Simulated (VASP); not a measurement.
# RbBr, energy along a vibration (SMASS = -2): which settings are enough?

RbBr, Pm-3m (no. 221), atoms displaced along the mode, 2 atoms in the cell. PBE, energy along a line of displacements; PAW potentials Rb_sv, Br (PBE set). VASP 6.6.1.

Wanted: harmonic frequency within 1 %.

Space group without the displacement: Pm-3m (no. 221); Mode: optical mode at Gamma along x.

POSCAR:
```
RbBr
1.0
    4.1260773000      0.0000000000      0.0000000000
    0.0000000000      4.1260773000      0.0000000000
    0.0000000000      0.0000000000      4.1260773000
Rb Br
1 1
Direct
   -0.0093682764      0.0000000000      0.0000000000
    0.5100205994      0.5000000000      0.5000000000

    0.0096635581   0.0000000000   0.0000000000
   -0.0103364419   0.0000000000   0.0000000000
```

The series start from k mesh: 4 × 4 × 4; Cutoff (eV): 290; Step along the mode (Å): 0.02; Electronic threshold (eV): 1e-7. Each series keeps the choices made before it, and each single choice may use up half of a tolerance.

## k mesh

| k mesh | Harmonic frequency (THz) | Time (s) |
|---|---|---|
| 2 × 2 × 2 | 1.819 | 12 |
| 3 × 3 × 3 | 2.201 | 15 |
| 4 × 4 × 4 | 2.224 | 26 |
| 5 × 5 × 5 | 2.229 | 37 |
| 6 × 6 × 6 (reference) | 2.23 | 60 |

Chosen: 4 × 4 × 4, the loosest value from which every tighter one stays within half of the tolerance.

## Cutoff (eV)

| Cutoff (eV) | Harmonic frequency (THz) | Time (s) |
|---|---|---|
| 160 | 2.107 | 14 |
| 190 | 2.195 | 17 |
| 220 | 2.247 | 17 |
| 260 | 2.224 | 24 |
| 290 | 2.224 | 26 |
| 330 (reference) | 2.224 | 25 |

Chosen: 260.

## Electronic threshold (eV)

| Electronic threshold (eV) | Harmonic frequency (THz) | Time (s) |
|---|---|---|
| 0.001 | 2.19 | 14 |
| 0.0001 | 2.224 | 18 |
| 1e-5 | 2.224 | 18 |
| 1e-6 | 2.224 | 23 |
| 1e-7 | 2.224 | 24 |
| 1e-8 (reference) | 2.224 | 29 |

Chosen: 0.0001.

## All choices together

| Input | Harmonic frequency (THz) | Time (s) |
|---|---|---|
| defaults on a coarse mesh (naive) | 2.24 | 2.8 |
| chosen settings | 2.224 | 18 |
| reference settings throughout | 2.231 | 65 |

The tolerance is met.

## The input

INCAR:
```
  GGA = PE
  PREC = Accurate
  ENCUT = 260
  EDIFF = 1E-4
  ALGO = Normal
  LREAL = False
  LASPH = True
  ISMEAR = 0
  SIGMA = 0.03
  ISYM = 0
  LWAVE = False
  LCHARG = False
  IBRION = 0
  SMASS = -2
  POTIM = 1
  NSW = 9
  NELMIN = 4
  IWAVPR = 11
  KPAR = 2
```

KPOINTS:
```
Automatic mesh
0
Gamma
  4 4 4
  0 0 0
```

Commands:
```
cat potpaw_PBE.64/Rb_sv/POTCAR potpaw_PBE.64/Br/POTCAR > POTCAR
mpirun -np 2 vasp_std > vasp.out
```

The naive input happens to agree within the tolerance here, in 2.8 s.

Limits: NELMIN = 4 forces that many electronic steps, so a loose EDIFF looks better here than it is.

The chosen input took VASP 6.6.1 18 s on 2 cores (AMD EPYC 7R13 (Zen 3)), a shared host.
